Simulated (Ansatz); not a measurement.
Sb (diamond): energy against volume

Method: DFT, PBE, plane waves (420 eV) with PAW, scalar-relativistic in Ansatz.

The cell is scaled uniformly from the relaxed one, with fractional coordinates and shape fixed. Energies are extrapolated to zero smearing, pressures are those at the given smearing. Magnetic state: spin not included.

A Birch-Murnaghan fit gives V₀ = 42.84 Å³/atom, B₀ = 31 GPa, B₀′ = 3.9.

Task: What are the energy above the minimum and the pressure at 37.681 Å³/atom?

Result: 74.2 meV/atom and 5.05 GPa as computed.

Task: What are the energy above the minimum and the pressure at 41.106 Å³/atom?

Result: 7.3 meV/atom and 1.33 GPa as computed.

Task: What are the energy above the minimum and the pressure at 44.532 Å³/atom?

Result: 6.1 meV/atom and -1.17 GPa as computed.
